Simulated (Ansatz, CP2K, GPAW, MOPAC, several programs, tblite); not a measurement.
Many methods on one cell: SnTe (zincblende)

SnTe in the zincblende structure, relaxed with r2SCAN in Ansatz, was computed with several methods. Space group F-43m (No. 216), cubic; conventional cell a = 7.168 Å, 46.04 Å³ an atom. Sn is surrounded by 4 Te at 3.10 Å; Te is surrounded by 4 Sn at 3.10 Å. The cell comes from a prototype generator: it can be a known phase or a hypothetical one. Spin polarisation is off.

```
CELL_PARAMETERS angstrom
0.00000 3.58398 3.58398
3.58398 0.00000 3.58398
3.58398 3.58398 0.00000
ATOMIC_POSITIONS crystal
Sn 0.00000 0.00000 0.00000
Te 0.25000 0.25000 0.25000
```

Gaps and times are for a single point on this cell; volume and bulk modulus come from each method's own relaxation or energy curve at fixed shape. Times are rough, from shared hosts (Arm Neoverse V2), and each method has its own mesh and cell size. A star marks a curve whose lowest point is an end point. PM6 (MOPAC), PM7 (MOPAC), GFN1-xTB (tblite), GFN2-xTB (tblite) treat a cluster of cells at its zone centre, which samples few k points: where these miss a band edge, the gap comes out too large for that reason alone. Gaps from k meshes are read at a limited set of points (mesh, symmetry points, PBE's band edges), so each method's own least gap may be somewhat smaller. xTB and the PM methods were fitted mostly to molecules, and can miss a solid's gap by electronvolts. Minimal bases can be far off for gaps. d marks a direct gap, i an indirect one (no mark: not told apart), a dash a value that wasn't computed or didn't pass its checks.

```tsv
method	kind	gap (eV)	own volume (Å³/atom)	bulk modulus (GPa)	atoms computed	processor time
light PBE (260 eV and a coarse mesh)	light plane-wave	0.04 i	–	–	2	0.7 s
PM7 (MOPAC)	semi-empirical	6.85	–	–	64	1.2 s
GFN1-xTB (tblite)	tight binding	1.13	–	–	64	1.7 s
PBE/single zeta (GPAW)	small basis	0.27 i	–	–	2	2 s
PM6 (MOPAC)	semi-empirical	3.86	–	–	64	2.2 s
PBE	semilocal	0.02 i	47.02	25	2	3.4 s
GFN2-xTB (tblite)	tight binding	0.59	–	–	64	3.4 s
PBE/SZV (CP2K)	small basis	0.36 i	50.42*	29*	2	4.7 s
r2SCAN	semilocal	0.08 i	46.04	27	2	7.7 s
PBE/DZVP (CP2K)	small basis	overlap 0.03	47.68	24	2	9.7 s
```

Volumes against r2SCAN's: PBE +2.1 %, PBE/DZVP (CP2K) +3.6 %.

Spin-orbit coupling is left out, which matters wherever the heavy atoms make up the band edges.
